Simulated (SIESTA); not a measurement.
WC:

```
W C
1.0
     0.00000    2.19268    2.19268
     2.19268    0.00000    2.19268
     2.19268    2.19268    0.00000
W C
1 1
Direct
  0.00000 0.00000 0.00000
  0.50000 0.50000 0.50000
```

Measurements of this composition are mostly on another form, of space group No. 187.

Base run:

* Program: SIESTA 5.4.2
* Functional: PBEsol
* Potentials or basis: PseudoDojo 0.4 standard (PBEsol files)
* Basis: DZP (energy shift 0.003 Ry; two zetas on semicore shells)
* Grid cutoff: 800 Ry
* Energy shift: 0.003 Ry
* k mesh: 8 × 8 × 8
* Occupations: fermi-dirac, width 0.05 eV
* Spin: no spin polarisation
* Hubbard terms: W d U = 4 eV

Its results: band gap on the k mesh none (metal or under the smearing width); pressure -5.0 GPa.

Question: The run is repeated on the same cell with these changes: hubbard terms from W d U = 4 eV to none. What comes out?

Answer: Band gap on the k mesh none (metal or under the smearing width); pressure 0.0 GPa.

Caveats: short orbitals over semicore shells can move pressures by several GPa; the basis of atomic orbitals isn't converged, which shifts pressures, moduli and gaps; U without spin polarisation on a metal has little footing (some runs); the U is typed as a test and isn't derived for this compound (some runs).
